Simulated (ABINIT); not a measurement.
## TaN: equation of state with PBE

Crystal: TaN.

```
Ta N
1.0
     0.00000    2.21132    2.21132
     2.21132    0.00000    2.21132
     2.21132    2.21132    0.00000
Ta N
1 1
Direct
  0.50000 0.50000 0.50000
  0.00000 0.00000 0.00000
```

The cell comes from a database or a generator and needn't be the stable form of this composition.

| Property | Result |
| --- | --- |
| Program | ABINIT 10.8.3 (patched build) |
| Task | equation of state |
| Functional | PBE |
| Potentials or basis | PseudoDojo NC SR PBE v0.5 standard |
| Cutoff | 1143 eV |
| k mesh | 10 × 10 × 10 |
| Occupations | fermi-dirac, width 0.05 eV |
| Spin | no spin polarisation |

| Item | Value |
| --- | --- |
| Equilibrium volume | 10.76 Å³/atom |
| Bulk modulus | 329 GPa |
| Pressure derivative of the bulk modulus | 4.4 |

Energy against volume, from the lowest point:
```
volume (Å³/atom)  energy (meV/atom)
          10.164              37.19
          10.381              14.36
          10.597               2.33
          10.813               0.00
          11.030               6.36
          11.246              20.51
          11.462              41.65
```

Run time: 110 s on 1 thread of AMD EPYC 9R45 96-Core Processor (Zen 5) (shared host), peak memory 0.12 GiB.

Caveat: pressures at fixed basis lie under the slope of the energies; the highest band is partly filled, so the run has too few bands. The run has no spin-orbit coupling, so splittings on Ta are missing.
